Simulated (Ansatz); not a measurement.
Base run

Ansatz input (lattice in Å, positions in fractions of it)
```yaml
crystal:
  lattice:
    - [0, 3.135, 3.135]
    - [3.135, 0, 3.135]
    - [3.135, 3.135, 0]
  atoms:
    - { symbol: Hg, position: [-0.0031897927, 0.0031897927, 0.0031897927] }
    - { symbol: Se, position: [0.25, 0.25, 0.25] }
kpoints:
  mp_grid: { grid: [8, 8, 8] }
hamiltonian:
  xc: pbe
  pseudopotentials:
    kind: all_electron
    nuclear_model: point
    lapw: { basis_error: "0.25 meV" }
scf:
  occupations: { method: fermi_dirac, width: 0.1 }
  convergence: { dr2_threshold: "1e-9 eV" }
  max_iter: 300
output:
  forces: true
  stress: true
```

Level of theory: PBE, all-electron LAPW, point nucleus (Ansatz).

It gives a pressure of -0.19 GPa and an rms force of 0.050 eV/Å.

(1) What changes with a first-order correction from the scalar-relativistic equation to Dirac's equation for the inner shells Hg 4p, Hg 4d, Se 3p and those below them?

Answers

(1) The pressure rises by 0.02 GPa, the forces move by 0.1 meV/Å (rms).

The k-mesh is modest, so these values aren't fully converged in k.
